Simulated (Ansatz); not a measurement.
# GaN (F-43m): relaxation of the ions, by script

Where do the atoms of GaN (F-43m) settle in the given cell? A script is to give a relaxation of the ions; the system is GaN (F-43m).

All numbers are computed with the Python package of Ansatz 0.2.0. Level of theory: DFT PBEsol, plane waves, PAW.

**1. Starting point**

It takes space group F-43m (No. 216, cubic). The conventional cell has a = 4.507 Å, b = 4.507 Å, c = 4.507 Å, α = 90.00°, β = 90.00°, γ = 90.00°. Ga (site symmetry -43m) is surrounded by 4 N at 1.95 Å. Around N (site symmetry -43m) lie 4 Ga at 1.95 Å.

Input file gan.extxyz:

```xyz
2
Lattice="0.0 2.25350061 2.25350061 2.25350061 0.0 2.25350061 2.25350061 2.25350061 0.0" Properties=species:S:1:pos:R:3 pbc="T T T"
Ga    0.00000000    0.00000000    0.00000000
N     3.38025091    3.38025091    3.38025091
```

**2. Script**

File gan.py:

```python
'''Relax the ions of GaN at fixed cell.'''

from pathlib import Path
import warnings

import ansatz as az
from ase import Atoms
from ase.neighborlist import neighbor_list
import matplotlib.pyplot as plt
import numpy as np


def main() -> None:
    warnings.simplefilter('ignore', az.DeckWarning)

    system = az.Crystal.from_extxyz('gan.extxyz')

    calculation = (
        system.calculation()
        .kpoints(spacing=0.5)
        .functional('PBEsol')
        .occupations('Fixed')
        .basis(38 * az.Ry)
        .relax(force_tolerance=0.02, random_displacement=True, displacement_amplitude=0.1, displacement_seed=811)
        .density_of_states(energy_step=0.1, projected=True)
        .density()
        .potential()
        .electron_localization_function()
        .output_files(volumetric_format='npy')
    )
    steps = []


    def collect(event):
        if event['event'] == 'relax_step':
            steps.append(event['data'])


    out = calculation.session().plan().execute(on_event=collect)
    report = out.report
    print('step   energy (eV)     max comp. (eV/A)  SCF')
    for s in steps:
        print(f'{s["step"]:4d} {s["lagrangian_ev"]:15.5f} {s["allowed_force_max_ev_ang"]:12.4f} {s["n_scf"]:5d}')

    first, last = steps[0], steps[-1]
    symbols = [site.symbol for site in out.lattice.sites]
    print(f'energy gained {first["lagrangian_ev"] - last["lagrangian_ev"]:.4f} eV in {len(steps) - 1} steps')

    fig, (top, bottom) = plt.subplots(2, 1, sharex=True, figsize=(4.5, 4))
    top.plot([s['lagrangian_ev'] - last['lagrangian_ev'] for s in steps], 'o-')
    top.set_ylabel('E - E(final) (eV)')
    bottom.semilogy([max(s['allowed_force_max_ev_ang'], 1e-6) for s in steps], 's-')
    bottom.set(xlabel='step', ylabel='largest force (eV/A)')
    fig.tight_layout()
    fig.savefig('relax.png', dpi=100)

    final = Atoms(symbols, positions=last['positions_ang'], cell=out.lattice.cell_ang, pbc=True)
    i, j, d = neighbor_list('ijd', final, 4.5)
    print('neighbours within 1.1 times the shortest distance of each atom (A)')
    for atom in range(len(final)):
        near = [m for m in np.argsort(d) if i[m] == atom]
        shell = [m for m in near if d[m] < 1.1 * d[near[0]]]
        print(f'{symbols[atom]}{atom} ({len(shell)}):', ', '.join(f'{symbols[j[m]]} {d[m]:.3f}' for m in shell))

    for key in ('converged', 'n_iterations', 'n_electrons', 'n_kpoints', 'n_pw', 'n_symmetry_ops', 'free_energy_ev', 'fermi_energy_ev'):
        print(f'{key:18s} {report[key]}')

    dos = out.density_of_states()
    energy = np.asarray(dos.energies_ev) - dos.fermi_ev
    projected = out.projected_density_of_states()
    fig, ax = plt.subplots(figsize=(5, 3.4))
    for name in sorted({site.species for site in projected.sites}):
        curve = sum(np.sum(part.g_bin_mean_per_ev, axis=0) for site in projected.sites if site.species == name for shell in site.shells for part in shell.curves)
        ax.plot(energy, curve, label=name)
        window = (energy > -4) & (energy <= 0)
        print(f'{name}: {curve[window].sum() * (energy[1] - energy[0]):.3f} projected states in the 4 eV under E_F')
    ax.set(xlim=(-8, 6), xlabel='E - E_F (eV)', ylabel='states/eV')
    ax.legend()
    fig.savefig('pdos.png', dpi=100)

    folder = Path(out.write_results('fields'))
    print('densities in e/A^3, potentials in eV, ELF without unit')
    for name in sorted(p.name for p in folder.glob('*.npy')):
        field = np.load(folder / name)
        print(f'{name:16s} {str(field.shape):16s} min {field.min():10.4f}  mean {field.mean():10.4f}  max {field.max():10.4f}')


if __name__ == '__main__':
    main()
```

**3. What the engine is handed**

The package turns the script's settings into the engine's input:

```yaml
crystal:
  lattice:
    - [0.0, 2.25350061, 2.25350061]
    - [2.25350061, 0.0, 2.25350061]
    - [2.25350061, 2.25350061, 0.0]
  atoms:
    - { symbol: Ga, position: [0.0, 0.0, 0.0] }
    - { symbol: "N", position: [0.7499999988906149, 0.7499999988906149, 0.7499999988906149] }
basis:
  ecutwfc: 517.016338673772
kpoints:
  mp_grid:
    kspacing: 0.5
hamiltonian:
  xc: pbesol
scf:
  occupations:
    method: fixed
relax:
  f_tol: 0.02
  random_displacement:
    amplitude: 0.1
    seed: 811
output:
  write_density: true
  write_potential: true
  volumetric_format: npy
  elf: true
  dos:
    de: 0.1
    projected: true
```

**4. The run**

The run is started by

```bash
$ python gan.py
```

Q: Predict the main results. Wanted: free energy; moves of the relaxation; energy gained; last largest force component; highest ELF outside the cores.

The runs gave:

```
                     quantity                               value
                  free energy  -4122.8246 eV (-2061.4123 eV/atom)
      moves of the relaxation                                   2
                energy gained                       56.9 meV/atom
 last largest force component                         0.0045 eV/Å
highest ELF outside the cores              0.86, on the N–Ga line
```

In words: After 2 moves the largest shift is 0.067 Å. The script had first distorted the structure, so the gain undoes that, in part or whole. Within 0.02 Å the atoms end in space group F-43m, from P1 at the start. Along an axis with an odd division the mesh misses the point at one half; a gap read on a finite mesh is an upper bound on this functional's gap. The Fermi level of a run with fixed occupations marks the highest occupied state on its mesh, not mid-gap. The k-point mesh is coarse, and energy and stress weren't tested for convergence. Only differences from the Fermi energy are physical; the zero of the scale is a convention. Projections exist only for the shells that the potentials hold, some of them semicore, and samples at single energies can miss narrow peaks. Energies along a relaxation are free energies. A last row that repeats the one before re-solves the same geometry more tightly. The first row is the displaced cell, and groups found at tight tolerances show what the force threshold leaves of the kick. The crystal has a gap of about 1.66 eV on the mesh; bins of finite width blur the band edges. Grid values close to the nuclei reflect the PAW or pseudopotential construction, not the all-electron fields. The structure comes from a database of computed cells and needn't be a stable or known phase. The density of states is complete only as far up as bands were computed.
